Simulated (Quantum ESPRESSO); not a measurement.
Runs of Quantum ESPRESSO 7.5 on GaP. Symmetry: F-43m, No. 216, cubic system. Conventional cell: a = 5.451 Å, b = 5.451 Å, c = 5.451 Å, α = 90.00°, β = 90.00°, γ = 90.00°. Ga (site symmetry -43m) has 4 P at 2.36 Å as nearest neighbours. Around P (site symmetry -43m) lie 4 Ga at 2.36 Å. 

| level | potentials or basis | cell | rVV10 parameter b | gap on the mesh (eV) | pressure (GPa) |
| --- | --- | --- | --- | --- | --- |
| PBE+D3(BJ) | PseudoDojo 0.4.1 SR PBE standard | relaxed to 0.3 kbar | - | 1.65 | 0.0 |
| PBE | PseudoDojo 0.4.1 SR PBE standard | relaxed to 0.3 kbar | - | 1.57 | 0.0 |
| PBE+D3 | PseudoDojo 0.4.1 SR PBE standard | relaxed to 0.3 kbar | - | 1.63 | 0.0 |
| PBE+D2 | PseudoDojo 0.4.1 SR PBE standard | relaxed to 0.3 kbar | - | 1.61 | 0.0 |
| PBE | SSSP 1.3 efficiency PBE | relaxed to 2 GPa | - | 1.65 | 2.0 |
| PBE | SSSP 1.3 efficiency PBE | relaxed to 5 GPa | - | (a) | 5.0 |
| PBE+D3M(BJ) | PseudoDojo 0.4.1 SR PBE standard | relaxed to 0.3 kbar | - | 1.57 | 0.0 |
| PBE+rVV10 | PseudoDojo 0.4.1 SR PBE standard | relaxed to 0.3 kbar | 6.3 | 1.53 | 0.0 |
| PBE | SSSP 1.3 efficiency PBE | relaxed to 0.3 kbar | - | (b) | 0.0 |

Alike in all rows: task relaxation of cell and atoms; no spin polarisation; k mesh 8 × 8 × 8; cutoff (eV) 1088; smearing fermi-dirac 0.05 eV.

Estimate the missing entries.

(a) 1.60; (b) 1.58.

Caveats: rVV10's parameter b was fitted to another functional (some runs).

A k mesh can miss the band edges, and the runs leave out spin-orbit coupling on Ga.
